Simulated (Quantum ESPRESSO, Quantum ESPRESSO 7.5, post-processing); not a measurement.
# black arsenene, 1 layer, stepped through the share of short-range exact exchange

What law, if any, do the results for black arsenene, 1 layer follow against the share of short-range exact exchange?

Method: plane-wave DFT, PBE, SG15 norm-conserving pseudopotentials (geometry by pw.x at PBE, GBRV ultrasoft), in Quantum ESPRESSO 7.5.

Most raw output is cut from this account.

## 1. The structure

The cell holds 4 atoms: 4 As. Cell: a = 4.750 Å, b = 3.680 Å, c = 17.480 Å, α = 90.0°, β = 90.0°, γ = 90.0°. It derives from As. Vacuum lies along c.

Set-up: Cell and atoms are relaxed under PBE (GBRV files) and held. Screened hybrids with norm-conserving files, screening 0.106 per bohr, fixed occupations, a 6×8×1 mesh with exchange on 3×4×1 q points. Levels count from the potential in the middle of the vacuum.

Members 0.15, 0.2 and 0.25 took the same steps and show in the table alone.

## 2. Relaxing cell and ions of the reference

What the set-up leaves free in this member is relaxed.

File ref.relax.in:

```
&control
  prefix = 'ref.relax'
  outdir = './out'
  pseudo_dir = './pseudo'
  nstep = 80
  forc_conv_thr = 0.0004
  calculation = 'vc-relax'
  etot_conv_thr = 1e-06
/
&system
  ibrav = 0
  nat = 4
  ntyp = 1
  ecutwfc = 50
  ecutrho = 250
  occupations = 'smearing'
  smearing = 'fd'
  degauss = 0.004
/
&electrons
  conv_thr = 1e-09
  mixing_beta = 0.4
  electron_maxstep = 120
  mixing_mode = 'plain'
/
&ions
/
&cell
  cell_dofree = '2Dxy'
  press_conv_thr = 0.3
/
ATOMIC_SPECIES
  As  74.9216  as_pbe_v1.uspp.F.UPF
CELL_PARAMETERS angstrom
  4.75000000000000 0.00000000000000 0.00000000000000
  0.00000000000000 3.68000000000000 0.00000000000000
  0.00000000000000 0.00000000000000 17.48000000000000
ATOMIC_POSITIONS crystal
  As  0.090000000000 0.000000000000 0.429061784897
  As  0.410000000000 0.500000000000 0.434782608696
  As  0.590000000000 0.500000000000 0.565217391304
  As  0.910000000000 0.000000000000 0.570938215103
K_POINTS automatic
  8 8 1 0 0 0
```

Launch:

```bash
> OMP_NUM_THREADS=1 mpirun -n 4 pw.x -nk 4 -in ref.relax.in > ref.relax.out
```

Elapsed: 11 min, on 4 MPI ranks of Intel Xeon Platinum 8259CL at 2.50GHz (Skylake/Cascade Lake), shared host; peak memory 0.97 GiB.

Step by step:

```tsv
step	energy less that of the first step (eV)	largest force (eV/Å)	volume (Å³)
1	0.0000	1.8732	305.55
2	-0.2393	1.1282	307.74
3	-0.3632	0.3787	309.78
4	-0.3771	0.0807	310.47
5	-0.3775	0.0477	310.33
6	-0.3778	0.0144	310.09
7	-0.3781	0.0203	309.71
8	-0.3782	0.0329	309.34
9	-0.3783	0.0370	308.94
10	-0.3785	0.0276	308.32
11	-0.3786	0.0110	308.09
12	-0.3786	0.0026	308.08
13	-0.3786	0.0045	308.11
14	-0.3786	0.0095	308.11
15	-0.3786	0.0129	308.07
16	-0.3787	0.0155	308.00
17	-0.3787	0.0171	307.87
18	-0.3788	0.0172	307.67
19	-0.3788	0.0144	307.34
20	-0.3788	0.0099	307.00
21	-0.3788	0.0070	306.94
22	-0.3789	0.0070	306.94
```

```tsv
cell as run	before	after	change
a (Å)	4.750	4.756	+0.1 %
b (Å)	3.680	3.692	+0.3 %
```

The atoms that moved most (Å, along periodic axes as changes of fractional coordinates times the final cell, across vacuum about the mean position):

```tsv
atom	dx	dy	dz	length
As2	0.091	0.000	-0.061	0.110
As3	-0.091	0.000	0.061	0.110
As1	-0.090	0.000	0.039	0.098
As4	0.090	0.000	-0.039	0.098
```

The relaxed structure:

```cif
data_structure
_symmetry_space_group_name_H-M 'P 1'
_symmetry_Int_Tables_number 1
_cell_length_a 4.7559
_cell_length_b 3.6921
_cell_length_c 17.4800
_cell_angle_alpha 90.000
_cell_angle_beta 90.000
_cell_angle_gamma 90.000
_cell_volume 306.94
loop_
_atom_site_label
_atom_site_type_symbol
_atom_site_fract_x
_atom_site_fract_y
_atom_site_fract_z
_atom_site_occupancy
As1 As 0.07099 0.00000 0.43129 1
As2 As 0.42915 0.50000 0.43128 1
As3 As 0.57085 0.50000 0.56872 1
As4 As 0.92901 0.00000 0.56871 1
```

 The last row is no step: it is a fresh SCF in the final cell with a new plane-wave basis, -0 meV from the row before.

Numbers from this step:

```
free energy  : -2191.5518 eV
Fermi energy : -0.9328 eV
```

## 3. Ground state, 0

The self-consistent run of this member.

Level of this step: plane-wave DFT, PBE, SG15 norm-conserving pseudopotentials (Quantum ESPRESSO 7.5).

File m0.scf.in:

```
&control
  prefix = 'm0.scf'
  outdir = './out'
  pseudo_dir = './pseudo'
  calculation = 'scf'
  tprnfor = .true.
/
&system
  ibrav = 0
  nat = 4
  ntyp = 1
  ecutwfc = 60
  ecutrho = 240
  occupations = 'fixed'
  nbnd = 13
/
&electrons
  conv_thr = 1e-08
  mixing_beta = 0.6
  electron_maxstep = 120
/
ATOMIC_SPECIES
  As  74.9216  As_ONCV_PBE-1.2.upf
CELL_PARAMETERS angstrom
  4.75588071600000 0.00000000000000 0.00000000000000
  0.00000000000000 3.69213116800000 0.00000000000000
  0.00000000000000 0.00000000000000 17.48000000000000
ATOMIC_POSITIONS crystal
  As  0.070991674600 0.000000000000 0.431291237100
  As  0.429148051200 0.500000000000 0.431282668900
  As  0.570851948800 0.500000000000 0.568717331100
  As  0.929008325400 0.000000000000 0.568708762900
K_POINTS automatic
  6 8 1 0 0 0
```

Launch:

```bash
> OMP_NUM_THREADS=1 mpirun -n 4 pw.x -nk 2 -in m0.scf.in > m0.scf.out
```

Wall time 24 s (4 MPI ranks); peak memory 0.44 GiB; 94 s of CPU time.

This step gave:

```
free energy                          : -689.9547 eV
valence top, on the run's zero       : -1.430 eV
conduction bottom, on the run's zero : -0.5535 eV
gap by band count                    : 0.8764 eV
```

## 4. Electrostatic potential, 0

plot_num = 11 writes the bare and Hartree potential, from which vacuum levels or, in a crystal, the mean potential are read.

File m0.pot.in:

```
&inputpp
  prefix = 'm0.scf'
  outdir = './out'
  filplot = 'm0.pot.dat'
  plot_num = 11
/
```

Launch:

```bash
> OMP_NUM_THREADS=1 mpirun -n 4 pp.x -in m0.pot.in > m0.pot.out
```

Elapsed: 1.8 s, on 4 MPI ranks; peak memory 0.09 GiB.

Read from the output:

| Property | Result |
| --- | --- |
| potential in the middle of the vacuum, over the valence top | 4.682 eV |

Electrostatic potential energy of an electron; zero at the highest filled level of the SCF mesh. Table of potential energy, planar mean by z:

z (Å), potential energy, planar mean (eV) and a bar from the least value:
```
        0        4.7 ##############################
        1        4.7 ##############################
        2        4.7 ##############################
        3        4.7 ##############################
        4        4.7 ##############################
        5        4.6 ##############################
        6        4.1 #############################
        7       -6.2 ###############
        8       -8.9 ############
        9        0.2 ########################
       10      -17.5 
       11        2.2 ###########################
       12        4.5 ##############################
       13        4.7 ##############################
       14        4.7 ##############################
       15        4.7 ##############################
       16        4.7 ##############################
       17        4.7 ##############################
```

## 5. Self-consistent run, 0.1

Level of this step: plane-wave DFT, screened hybrid with 0.1 exact exchange, SG15 norm-conserving pseudopotentials (Quantum ESPRESSO 7.5). input_dft overrides the functional of the files.

m1.scf.in, as its differences from the input of step 3:

```diff
@@ -1,3 +1,3 @@
 &control
-  prefix = 'm0.scf'
+  prefix = 'm1.scf'
   outdir = './out'
@@ -15,2 +15,8 @@
   nbnd = 13
+  input_dft = 'hse'
+  exx_fraction = 0.1
+  nqx1 = 3
+  nqx2 = 4
+  nqx3 = 1
+  ecutfock = 60
 /
```

Launch:

```bash
> OMP_NUM_THREADS=1 mpirun -n 4 pw.x -nk 2 -in m1.scf.in > m1.scf.out
```

Wall time 2.1 min (4 MPI ranks); peak memory 1.4 GiB.

Numbers from this step:

* free energy: -689.8243 eV
* valence top, on the run's zero: -1.552 eV
* conduction bottom, on the run's zero: -0.4685 eV
* gap by band count: 1.083 eV

## 6. Ground state, 0.3

Level of this step: plane-wave DFT, screened hybrid with 0.3 exact exchange, SG15 norm-conserving pseudopotentials (Quantum ESPRESSO 7.5). input_dft overrides the functional of the files.

m5.scf.in, as its differences from the input of step 5:

```diff
@@ -1,3 +1,3 @@
 &control
-  prefix = 'm1.scf'
+  prefix = 'm5.scf'
   outdir = './out'
@@ -16,3 +16,3 @@
   input_dft = 'hse'
-  exx_fraction = 0.1
+  exx_fraction = 0.3
   nqx1 = 3
```

Launch:

```bash
> OMP_NUM_THREADS=1 mpirun -n 4 pw.x -nk 2 -in m5.scf.in > m5.scf.out
```

Elapsed: 5.1 min, on 4 MPI ranks; peak memory 1.4 GiB.

This step gave:

```
free energy                          : -689.6141 eV
valence top, on the run's zero       : -1.818 eV
conduction bottom, on the run's zero : -0.2855 eV
gap by band count                    : 1.533 eV
```

## 7. Self-consistent run, 0.4

Level of this step: plane-wave DFT, screened hybrid with 0.4 exact exchange, SG15 norm-conserving pseudopotentials (Quantum ESPRESSO 7.5). input_dft overrides the functional of the files.

m6.scf.in, as its differences from the input of step 6:

```diff
@@ -1,3 +1,3 @@
 &control
-  prefix = 'm5.scf'
+  prefix = 'm6.scf'
   outdir = './out'
@@ -16,3 +16,3 @@
   input_dft = 'hse'
-  exx_fraction = 0.3
+  exx_fraction = 0.4
   nqx1 = 3
```

Launch:

```bash
> OMP_NUM_THREADS=1 mpirun -n 4 pw.x -nk 2 -in m6.scf.in > m6.scf.out
```

It took 5.7 min on 4 MPI ranks; peak memory 1.4 GiB; 23 min of CPU time.

Read from the output:

| Quantity | Value |
| --- | --- |
| free energy | -689.5332 eV |
| valence top, on the run's zero | -1.962 eV |
| conduction bottom, on the run's zero | -0.1880 eV |
| gap by band count | 1.774 eV |

## 8. The series side by side

The series in one table:

```tsv
the share of short-range exact exchange (0.25 is HSE06, 0 is PBE)	gap on the mesh (eV)	vacuum level over the valence top (eV)
0	0.8764	4.682
0.1	1.083	4.804
0.15	1.192	4.868
0.2	1.303	4.934
0.25	1.416	5.002
0.3	1.533	5.071
0.4	1.774	5.215
```

## 9. Worked from the printed numbers

A line through all members has gap = 0.862 + 2.244 α eV and misses single members by up to 0.014 eV; a gap of 1.38 eV, 0.5 above the first member's, would need α = (1.38 − 0.862)/2.244 = 0.23.

## 10. Outcome

* gap at a share of 0.25 (HSE06): 1.42 eV
* gap on the mesh, at 0 and at 0.4: 0.88, 1.77 eV
* vacuum level over the valence top, at 0 and at 0.4: 4.68, 5.21 eV

The series holds 7 members; gap at a share of 0.25 (HSE06): 1.42 eV. From 0 to 0.4 the gap on the mesh rises from 0.88 to 1.77 eV. From 0 to 0.4 the vacuum level over the valence top rises from 4.68 to 5.21 eV. The valence top sinks by 1.33 eV and the gap opens by 2.24 eV per unit share, so the valence top carries 59 % of the opening. Gaps are those of the mesh; no spin-orbit coupling; the q mesh was not tested; the geometry stays that of PBE.

[Logs are printed without paths, hosts, clocks, repeated set-up lines and the standing remarks that a program may print on its own settings, such as how far it seeks lower states.]

[Hosts, paths, dates, database ids (printed as entryN), source tags and the programs' standing remarks are cut or masked in the printed files.]

[Maps of the electrostatic potential energy from Ansatz leave out the sawtooth potential of an applied field or a dipole correction, so their vacuum need not be flat; planar profiles and work functions include it.]
